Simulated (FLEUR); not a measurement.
# Zn (P6_3/mmc) in FLEUR: further runs

Runs on Zn. Level: PBEsol. Tasks: single point.

Program: FLEUR MaX-R8.1 (later development tree). These are calculated values, not measurements. Logs are shortened: lines on timing, memory, paths and dates and some standing lists are left out, and cuts for length are marked.

### Step 1. The structure

Symmetry: P6_3/mmc, No. 194, hexagonal system. Conventional cell: a = 2.670 Å, b = 2.670 Å, c = 4.966 Å, α = 90.00°, β = 90.00°, γ = 120.00°. Zn (site symmetry -6m2) has 12 Zn at 2.67 to 2.92 Å as nearest neighbours.

### Step 2. Single point, PBEsol

Contents of inp.xml:

```xml
<?xml version="1.0" encoding="UTF-8" standalone="no"?>
<fleurInput fleurInputVersion="0.39">
   <comment>
      Zn                                                                                                  
   </comment>
   <calculationSetup>
      <cutoffs Kmax="4.32" Gmax="13.4" GmaxXC="13.4" numbands="0"/>
      <scfLoop itmax="60" minDistance="0.00001" maxIterBroyd="15" imix="Anderson" alpha="0.05" precondParam="0.0" spinf="2.0" sdNocoIR="T"/>
      <coreElectrons ctail="T" frcor="F" kcrel="0" coretail_lmax="0"/>
      <xcFunctional name="PBEs" relativisticCorrections="F"/>
      <magnetism jspins="1"/>
      <soc l_soc="F" theta="0.0" phi="0.0" spav="F"/>
      <expertModes spex="0" secvar="F"/>
      <geometryOptimization l_f="T" forcealpha="1.0" forcemix="BFGS" epsdisp="0.0005" epsforce="0.0002"/>
      <ldaU l_linMix="F" mixParam="0.05" spinf="1.0"/>
   </calculationSetup>
   <cell>
      <bzIntegration valenceElectrons="40.0" mode="hist" fermiSmearingEnergy="0.00183747">
         <kPointListSelection listName="default-1"/>
         <!-- k-points included here -->
         <xi:include xmlns:xi="http://www.w3.org/2001/XInclude" href="kpts.xml"> </xi:include>
      </bzIntegration>
      <!-- symmetry operations included here -->
      <xi:include xmlns:xi="http://www.w3.org/2001/XInclude" href="sym.xml"> </xi:include>
      <bulkLattice scale="1.0">
         <bravaisMatrix>
            <row-1>    5.0455687526819997     0.0000000000000000     0.0000000000000000</row-1>
            <row-2>   -2.5227843763409998     4.3695907163551642     0.0000000000000000</row-2>
            <row-3>    0.0000000000000000     0.0000000000000000     9.3843799347635990</row-3>
         </bravaisMatrix>
      </bulkLattice>
   </cell>
   <atomSpecies>
      <species name="Zinc (Zn)" element="Zn" atomicNumber="30">
         <mtSphere radius="2.27" gridPoints="773" logIncrement="0.016"/>
         <atomicCutoffs lmax="9" lnonsphr="9"/>
         <electronConfig flipSpins="F">
            <coreConfig>(1s1/2) (2s1/2) (2p1/2) (2p3/2)</coreConfig>
            <valenceConfig>(3s1/2) (3p1/2) (3p3/2) (4s1/2) (3d3/2) (3d5/2)</valenceConfig>
         </electronConfig>
         <energyParameters s="4" p="4" d="3" f="4"/>
         <lo type="SCLO" l="0" n="3" eDeriv="0"/>
         <lo type="SCLO" l="1" n="3" eDeriv="0"/>
         <lo type="SCLO" l="1" n="3" eDeriv="1"/>
         <lo type="HELO" l="2" n="4" eDeriv="0"/>
         <lo type="HELO" l="2" n="4" eDeriv="1"/>
         <lo type="SCLO" l="3" n="4" eDeriv="2"/>
      </species>
   </atomSpecies>
   <atomGroups>
      <atomGroup species="Zinc (Zn)">
         <relPos label="                   1">-1.000/3.000 1.000/3.000 -1.000/4.000</relPos>
         <relPos label="                   2">1.000/3.000 -1.000/3.000 1.000/4.000</relPos>
         <force calculate="T" relaxXYZ="TTT"/>
      </atomGroup>
   </atomGroups>
   <output dos="F" band="F" slice="F">
      <checks vchk="F" cdinf="F"/>
      <bandDOS minEnergy="-.5*Htr" maxEnergy="0.5*Htr" sigma="0.015" storeEVData="T"/>
      <vacuumDOS vacdos="F" integ="F" star="F" nstars="0" locx1="0.0" locy1="0.0" locx2="0.0" locy2="0.0" nstm="0" tworkf="0.0"/>
      <unfoldingBand unfoldBand="F" supercellX="1" supercellY="1" supercellZ="1"/>
      <plotting iplot="0" polar="F">
         <plot TwoD="T" vec1="  1.0  0.0  0.0" vec2="  0.0  1.0  0.0" vec3="  0.0  0.0  1.0" zero="  0.0  0.0  0.0" file="plot"/>
      </plotting>
      <chargeDensitySlicing numkpt="0" minEigenval="0.0" maxEigenval="0.0" nnne="0" pallst="F"/>
      <specialOutput eonly="F"/>
      <moessbauerParams electricFieldGradient="T" isomerShift="T" coreHyperfine="T" valenceHyperfine="T"/>
      <magneticCircularDichroism mcd="F" energyLo="-10.0" energyUp="0.0"/>
   </output>
  <!-- We include the file relax.xml here to enable relaxations (see documentation) -->
  <xi:include xmlns:xi="http://www.w3.org/2001/XInclude" href="relax.xml"> <xi:fallback/> </xi:include>
</fleurInput>
```

Contents of crystal.txt:

```
Zn
&input cartesian=F /
2.6700000000  0.0000000000  0.0000000000
-1.3350000000  2.3122878281  0.0000000000
0.0000000000  0.0000000000  4.9660000000
1.8897261246
1.0 1.0 1.0

2
30 0.6666666666  0.3333333332  0.7500000000
30 0.3333333332  0.6666666666  0.2500000000

&kpt div1=11 div2=11 div3=6 gamma=T /
```

Potentials or basis: all-electron, FLAPW.

On the command line:

```bash
$ inpgen -f crystal.txt -profile fastHighL
$ # inp.xml edited to the form shown
$ fleur_MPI
```

The log of the run:

```text
Welcome to FLEUR        (www.flapw.de)
      MaX-Release 8.1          (www.max-centre.eu)

 ========== k-point set info ==========
 Selected k-point list: default-1
 k-point list type: mesh
 11 x 11 x 6
 Number of k points: 64

 ------------Calculation Setup---------------------------
 Number of MPI-tasks      :            1
 Number of PE/node        :            1
 Number of OMP-threads    :            1
 Most efficient MPI parallelization for:
           1           2           4           8          16          32          64
 Additional eigenvalue parallelization possible
 Number of basis functions:          385
 Approximate size of matrices (H+S) per k-point:         0.002 GB
 --------------------------------------------------------
 Iteration:     1   Distance:      10.26535761 me/bohr^3
 Iteration:     2   Distance:       8.44165913 me/bohr^3
 Iteration:     3   Distance:       3.91708382 me/bohr^3
 Iteration:     4   Distance:       2.44163234 me/bohr^3
 Iteration:     5   Distance:       1.91616510 me/bohr^3
 Iteration:     6   Distance:       0.09083199 me/bohr^3
 Iteration:     7   Distance:       0.19414440 me/bohr^3
 Iteration:     8   Distance:       0.01882825 me/bohr^3
 Iteration:     9   Distance:       0.02538605 me/bohr^3
 Iteration:    10   Distance:       0.00077607 me/bohr^3
 Iteration:    11   Distance:       0.00029600 me/bohr^3
 Iteration:    12   Distance:       0.00005154 me/bohr^3
 Iteration:    13   Distance:       0.00000497 me/bohr^3

 ********************************************************************
 Run finished successfully
 Stop message:
   Structural relaxation: Done
 ********************************************************************
```

out.xml (last iteration):

```text
<iteration numberForCurrentRun="   14" overallNumber="   14">
         <energyParameters units="Htr">
            <atomicEP atomType="1" spin="1" branch="4s" branchLowest="-4.37" branchHighest="1.33" value="0.0802472908"/>
            <atomicEP atomType="1" spin="1" branch="4p" branchLowest="-2.69" branchHighest="1.96" value="0.2487144571"/>
            <atomicEP atomType="1" spin="1" branch="3d" branchLowest="-9.99" branchHighest="0.06" value="-0.0019514123"/>
            <atomicEP atomType="1" spin="1" branch="4f" branchLowest="-9.99" branchHighest="3.59" value="0.5859756410"/>
            <loAtomicEP atomType="1" spin="1" branch="3s" branchLowest="-42.15" branchHighest="-4.37" value="-4.3695342229"/>
            <loAtomicEP atomType="1" spin="1" branch="3p" branchLowest="-36.50" branchHighest="-2.69" value="-2.6919709902"/>
            <loAtomicEP atomType="1" spin="1" branch="3p" branchLowest="-36.50" branchHighest="-2.69" value="-2.6919709902"/>
            <heloAtomicEP atomType="1" spin="1" branch="4d" branchLowest="2.32" branchHighest="2.32" value="2.3190992590"/>
            <heloAtomicEP atomType="1" spin="1" branch="4d" branchLowest="2.32" branchHighest="2.32" value="2.3190992590"/>
            <loAtomicEP atomType="1" spin="1" branch="4f" branchLowest="-9.99" branchHighest="3.59" value="0.5859783204"/>
         </energyParameters>
         <eigenvalues>
            <eigenvaluesAt spin="1" ikpt="1" k_x="0.00000000" k_y="0.00000000" k_z="0.00000000">
                      -4.3696196936       -4.3695884370       -2.6911649001       -2.6907320465       -2.6900448451
                      -2.6900448451       -2.6899964830       -2.6899964830       -0.1131788234       -0.0463361504
                      -0.0205855614       -0.0119691846       -0.0119691846       -0.0101672834       -0.0101672834
                       0.0018234126        0.0018234126        0.0093504879        0.0093504879        0.1341647130
                       0.1550431672        0.7594872272        0.8903764040        0.9015605635        0.9015605635
                       0.9609547371        0.9609547371        0.9630139425        1.0076282737        1.1340969582
                       1.1340969582
            </eigenvaluesAt>
            <eigenvaluesAt spin="1" ikpt="2" k_x="0.00000000" k_y="0.00000000" k_z="0.16666667">
                      -4.3696175224       -4.3695904849       -2.6911352893       -2.6907605278       -2.6900413379
                      -2.6900413379       -2.6899992405       -2.6899992405       -0.1070850339       -0.0470744138
                      -0.0204232038       -0.0120372248       -0.0120372248       -0.0104295540       -0.0104295540
                       0.0025288109        0.0025288109        0.0090017288        0.0090017288        0.0731268508
                       0.2295672910        0.6724536851        0.9076183724        0.9076183724        0.9557767611
                       0.9628815498        0.9628815498        0.9936212393        1.0028576246        1.0936520011
                       1.0936520011
            </eigenvaluesAt>
            <eigenvaluesAt spin="1" ikpt="3" k_x="0.00000000" k_y="0.00000000" k_z="0.33333333">
                      -4.3696119133       -4.3695962251       -2.6910563565       -2.6908404837       -2.6900324951
                      -2.6900324951       -2.6900085836       -2.6900085836       -0.0897792831       -0.0514037970
                      -0.0188741423       -0.0120410799       -0.0120410799       -0.0110697357       -0.0110697357
                       0.0042362130        0.0042362130        0.0079336070        0.0079336070        0.0194020773
                       0.3255874463        0.5498864907        0.9248108011        0.9248108011        0.9633663815
                       0.9633663815        0.9667347022        0.9910960533        1.0533595555        1.0533595555
                       1.0756494118
            </eigenvaluesAt>
            <eigenvaluesAt spin="1" ikpt="4" k_x="0.00000000" k_y="0.00000000" k_z="0.50000000">
                      -4.3696040451       -4.3696040451       -2.6909483276       -2.6909483276       -2.6900204179
                      -2.6900204179       -2.6900204179       -2.6900204179       -0.0665660200       -0.0665660200
                      -0.0117067840       -0.0117067840       -0.0117067840       -0.0117067840       -0.0103397539
                      -0.0103397539        0.0062395612        0.0062395612        0.0062395612        0.0062395612
                       0.4328928044        0.4328928044        0.9483308570        0.9483308570        0.9483308570
                       0.9483308570        0.9777174325        0.9777174325        1.0487818903        1.0487818903
                       1.0487818903
            </eigenvaluesAt>
         </eigenvalues>
         <bandgap value="0.0478910153" units="eV"/>
         <sumValenceSingleParticleEnergies value="-49.4679680865" units="Htr"/>
         <FermiEnergy value="0.2622827068" units="Htr"/>
         <valenceDensity>
            <mtCharges spin="1">
               <mtCharge atomType="1" total="18.6600643" s="2.5633216" p="6.3999651" d="9.6889033" f="0.0065308"/>
            </mtCharges>
            <spinDependentCharge spin="1" total="40.0000000" interstitial="2.6798714" mtSpheres="37.3201286"/>
            <totalCharge value="40.0000000000"/>
         </valenceDensity>
         <coreStates atomType="     1" atomicNumber=" 30" spin="1" kinEnergy="   1575.6259838397" eigValSum="  -1001.9349542470" lostElectrons=" 0.000000">
            <state n="1" l="0" j="0.5" energy="-349.2996684103" weight="1.0000000000"/>
            <state n="2" l="0" j="0.5" energy="-42.1520548631" weight="1.0000000000"/>
            <state n="2" l="1" j="0.5" energy="-37.0893379873" weight="1.0000000000"/>
            <state n="2" l="1" j="1.5" energy="-36.2132079314" weight="2.0000000000"/>
         </coreStates>
         <allElectronCharges>
            <spinDependentCharge spin="1" total="60.0000000" interstitial="2.6798714" mtSpheres="57.3201286"/>
            <totalCharge value="60.0000000003"/>
         </allElectronCharges>
         <moessbauerParams unitsHFF="kG" unitsIS="e/bohr^3" unitsEFG="Htr/bohr^2">
            <coreIsomerShift atomType="1" isTotal="24822.99560">
               <shell n="1" l="0" isomerShift="22582.04990"/>
               <shell n="2" l="0" isomerShift="2224.06246"/>
               <shell n="2" l="1" isomerShift="16.88324"/>
            </coreIsomerShift>
            <isomerShift atomType="1" nucleusRadius="0.0000952" averageDensity="25165.96455"/>
            <electricFieldGradient atomType="1" VXX="-0.21739" VYY="-0.21739" VZZ="0.43479" asymParam="0.00000">
            </electricFieldGradient>
         </moessbauerParams>
         <totalEnergy                                    value="    -3589.4290713804" units="Htr">
            <sumOfEigenvalues                            value="    -2053.3378765805">
               <coreElectrons value="-2003.8699084941"/>
               <valenceElectrons value="-49.4679680865"/>
            </sumOfEigenvalues>
            <densityCoulombPotentialIntegral value="-5523.9816614553"/>
            <densityEffectivePotentialIntegral value="-5708.1460288582"/>
            <chargeDenXCDenIntegral value="-140.4604108735"/>
            <FockExchangeEnergyValence value="0.0000000000"/>
            <FockExchangeEnergyCore value="0.0000000000"/>
            <atomTypeDependentContributions atomType="1">
               <electronNucleiInteractionDifferentMTs value="4317.3311530827"/>
               <MadelungTerm value="-24.4548289742"/>
            </atomTypeDependentContributions>
            <tkbTimesEntropy value="0.0001727122"/>
            <freeEnergy value="-3589.4292440926"/>
            <extrapolationTo0K value="-3589.4291577365"/>
         </totalEnergy>
         <totalForcesOnRepresentativeAtoms units="Htr/bohr">
            <forceTotal atomType="1" x="-2.522784" y="1.456530" z="-2.346095" F_x="0.00000000" F_y="0.00000000" F_z="0.00000000"/>
         </totalForcesOnRepresentativeAtoms>
      </iteration>
```

Wall time 60 s (1 thread of Arm Neoverse V1, shared host); peak memory 0.06 GiB.

Results:

```yaml
Free_energy: -97673.3456 eV
Band_gap_on_the_k_mesh: none (metal or under the smearing width)
Valence_electrons_inside_the_program's_atomic_spheres: Zn 18.66 (radii Zn 2.27 bohr)
```

Core levels (eV from the Fermi level):
```csv
atom,levels
1 Zn,"1s1/2 -9512.1, 2s1/2 -1154.2, 2p1/2 -1016.4, 2p3/2 -992.5"
2 Zn,"1s1/2 -9512.1, 2s1/2 -1154.2, 2p1/2 -1016.4, 2p3/2 -992.5"
```

### Step 3. Single point, PBEsol (atoms moved at random, drawn with an rms of 0.05 Å)

Changes to inp.xml since step 2:

```diff
@@ -51,4 +51,4 @@
       <atomGroup species="Zinc (Zn)">
-         <relPos label="                   1">-1.000/3.000 1.000/3.000 -1.000/4.000</relPos>
-         <relPos label="                   2">1.000/3.000 -1.000/3.000 1.000/4.000</relPos>
+         <relPos label="                   1">-.3285765000 .3198060000 -.2510720000</relPos>
+         <relPos label="                   2">.3285765000 -.3198060000 .2510720000</relPos>
          <force calculate="T" relaxXYZ="TTT"/>
```

Changes to crystal.txt since step 2:

```diff
@@ -9,4 +9,4 @@
 2
-30 0.6666666666  0.3333333332  0.7500000000
-30 0.3333333332  0.6666666666  0.2500000000
+30 0.6654170000  0.3197430000  0.7489310000
+30 0.3225700000  0.6801310000  0.2510750000
```

Potentials or basis: all-electron, FLAPW.

On the command line:

```bash
$ inpgen -f crystal.txt -profile fastHighL
$ # inp.xml edited to the form shown
$ fleur_MPI
```

The log of the run:

```text
Welcome to FLEUR        (www.flapw.de)
      MaX-Release 8.1          (www.max-centre.eu)

 ========== k-point set info ==========
 Selected k-point list: default-1
 k-point list type: mesh
 11 x 11 x 6
 Number of k points: 364

 ------------Calculation Setup---------------------------
 Number of MPI-tasks      :            1
 Number of PE/node        :            1
 Number of OMP-threads    :            1
 Most efficient MPI parallelization for:
           1           2           4           7          13          14          26          28          52          91         182         364
 Additional eigenvalue parallelization possible
 Number of basis functions:          385
 Approximate size of matrices (H+S) per k-point:         0.002 GB
 --------------------------------------------------------
 Iteration:     1   Distance:      10.26544493 me/bohr^3
 Iteration:     2   Distance:       8.44146719 me/bohr^3
 Iteration:     3   Distance:       3.91531821 me/bohr^3
 Iteration:     4   Distance:       2.44206118 me/bohr^3
 Iteration:     5   Distance:       1.91342209 me/bohr^3
 Iteration:     6   Distance:       0.08375703 me/bohr^3
 Iteration:     7   Distance:       0.23863981 me/bohr^3
 Iteration:     8   Distance:       0.04772625 me/bohr^3
 Iteration:     9   Distance:       0.00884927 me/bohr^3
 Iteration:    10   Distance:       0.01330020 me/bohr^3
 Iteration:    11   Distance:       0.00043074 me/bohr^3
 Iteration:    12   Distance:       0.00023305 me/bohr^3
 Iteration:    13   Distance:       0.00006371 me/bohr^3
 Iteration:    14   Distance:       0.00000765 me/bohr^3
 Reset of history

 ********************************************************************
 Run finished successfully
 Stop message:
   Structural relaxation: new displacements generated
 ********************************************************************
```

It took 9.6 min on 1 thread of Arm Neoverse V1, shared host; peak memory 0.13 GiB.

Results:

```
Free energy                                           : -97673.3436 eV
Largest force                                         : 0.045 eV/Å
Band gap on the k mesh                                : none (metal or under the smearing width)
Valence electrons inside the program's atomic spheres : Zn 18.66 (radii Zn 2.27 bohr)
```

Forces in eV/Å, atoms in the order of the input:
```
Zn  -0.026  0.031  0.020
Zn   0.026 -0.031 -0.020
```

Levels at points of the mesh, in eV from the Fermi level:
```
           k point  band 16  band 17  band 18  band 19  band 20  band 21  band 22  band 23  band 24  band 25
(0.00, 0.00, 0.00)    -7.11    -7.06    -6.91    -6.86    -3.49    -2.92    13.53    17.09    17.26    17.55
(0.00, 0.00, 0.50)    -7.41    -6.97    -6.97    -6.97    -6.96     4.60     4.68    18.65    18.66    18.68
```

Core levels (eV from the Fermi level):
| atom | levels |
| --- | --- |
| 1 Zn | 1s1/2 -9512.1, 2s1/2 -1154.2, 2p1/2 -1016.4, 2p3/2 -992.5 |
| 2 Zn | 1s1/2 -9512.1, 2s1/2 -1154.2, 2p1/2 -1016.4, 2p3/2 -992.5 |
